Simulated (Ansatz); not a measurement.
Ge and the effect of the functional

The cell as given:

```xyz
12
Lattice="5.9300 0.0000 0.0000 0.0000 5.9300 0.0000 0.0000 0.0000 6.9800" Properties=species:S:1:pos:R:3 pbc="T T T"
Ge    2.2237    0.9885    5.2350
Ge    1.9765    5.1887    3.4900
Ge    3.7062    4.9415    1.7450
Ge    3.9535    0.7412    0.0000
Ge    5.1887    1.9765    3.4900
Ge    4.9415    3.7062    5.2350
Ge    0.7412    3.9535    0.0000
Ge    0.9885    2.2237    1.7450
Ge    3.4097    2.5202    1.7450
Ge    5.4852    5.4852    3.4900
Ge    2.5202    3.4097    5.2350
Ge    0.4447    0.4447    0.0000
```

This isn't the form of Ge at room conditions, which is diamond.

Kept alike: task relaxation of cell and atoms; k mesh 5 × 5 × 4; occupations fermi-dirac, width 0.05 eV; no spin polarisation. Program: Ansatz, Ansatz PAW. Cutoffs run from 420 to 500 eV. The mesh is that of the run's cell of 12 atoms. No spin-orbit coupling.

| run | volume (Å³/atom) | first edge of the run's cell (Å) | third edge of the run's cell (Å) |
| --- | --- | --- | --- |
| A | 19.871 | 5.879 | 6.900 |
| B | 20.896 | 5.951 | 7.080 |
| C | 20.377 | 5.929 | 6.956 |

The relaxations keep at least the cell's symmetry (P4_32_12). Relaxations stop with a little pressure left, so the last digits of a volume or edge aren't settled. All rows use potentials made for PBE.

**Question.** The runs differ in the functional (and the cutoff that goes with it) alone: LDA; PBEsol; r2SCAN. Which run is which?

**Answer.** Run A is LDA; run B is r2SCAN; run C is PBEsol. The volume runs from 19.871 (LDA) to 20.896 Å³/atom (r2SCAN). The first edge of the run's cell runs from 5.879 (LDA) to 5.951 Å (r2SCAN). The third edge of the run's cell runs from 6.900 (LDA) to 7.080 Å (r2SCAN).
